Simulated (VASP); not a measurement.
# Ir: single point with HSE06

Ir:

```
Ir
1.0
     2.72141    0.00000    0.00000
    -1.36071    2.35681    0.00000
     0.00000    0.00000    4.41203
Ir
2
Direct
  0.33333 0.66667 0.25000
  0.66667 0.33333 0.75000
```

This isn't the form of Ir at room conditions, which is fcc.

```json
{
  "Program": "VASP 6.6.1",
  "Task": "single point",
  "Functional": "HSE06",
  "Potentials or basis": "VASP PAW PBE potentials, release 64 (Ir)",
  "Cutoff": "520 eV",
  "k mesh": "9 × 9 × 4",
  "Occupations": "gaussian, width 0.1 eV",
  "Spin": "no spin polarisation",
  "Grid for exact exchange (PRECFOCK)": "Fast",
  "Screening parameter": "0.2 1/A",
  "Further INCAR settings": "ALGO = Normal; EDIFF = 1e-07"
}
```

- Pressure: -1.5 GPa
- Band gap on the k mesh: none (metal or under the smearing width)

Levels at points of the mesh, in eV from the Fermi level:
```csv
k point,band 5,band 6,band 7,band 8,band 9,band 10,band 11,band 12,band 13
"(0.00, 0.00, 0.00)",-4.45,-3.74,-3.74,-2.87,-2.87,-0.83,0.54,0.54,8.30
"(0.00, 0.00, 0.50)",-4.60,-4.60,-4.60,-4.60,-0.55,-0.55,-0.55,-0.55,14.90
```

It took 64 min on 1 thread of Intel(R) Xeon(R) 6975P-C (Granite Rapids), on a shared host, peak memory 0.28 GiB.

Caveat: the PAW data sets were made with another functional, which shifts forces and pressure a little. The run has no spin-orbit coupling, so splittings on Ir are missing.
